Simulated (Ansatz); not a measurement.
Here is an Ansatz 0.2.0 calculation.

Contents of input.yaml:

```yaml
crystal:
  lattice:
    - [3.1967, 0.0, 0.0]
    - [-1.59835, 2.7684234083, 0.0]
    - [0.0, 0.0, 5.0578]
  atoms:
    - { symbol: Hf, position: [0.6666666667, 0.3333333333, 0.75] }
    - { symbol: Hf, position: [0.3333333333, 0.6666666667, 0.25] }
kpoints:
  mp_grid: { grid: [10, 10, 5] }
scf:
  occupations: { method: fermi_dirac, width: 0.05 }
hamiltonian:
  xc: revpbe
  pseudopotentials: { kind: all_electron, lapw: { basis_error: 0.001 } }
output:
  forces: true
  stress: true
relax:
  f_tol: 0.02
  max_steps: 60
  cell: {}
```

Potentials or basis: all-electron LAPW, scalar-relativistic.

Command:

```console
$ ansatz run input.yaml --threads 1 --pin off --max-ram 3072MiB --backend cpu --events-out ev --progress --plain --runs-dir out
```

**Question.** Predict the relaxed volume.

**Answer.** 22.95 Å³/atom.

**Question.** Predict the space group after relaxing (to 0.05 Å).

**Answer.** P6_3/mmc (No. 194).

Final structure:
```
Hf
1.0
     3.22734    0.00000    0.00000
    -1.61367    2.79496    0.00000
     0.00000    0.00000    5.08886
Hf
2
Direct
  0.66667 0.33333 0.75000
  0.33333 0.66667 0.25000
```

Spin-orbit coupling is left out, which matters for the levels of Hf. revPBE gives volumes clearly too large for solids.
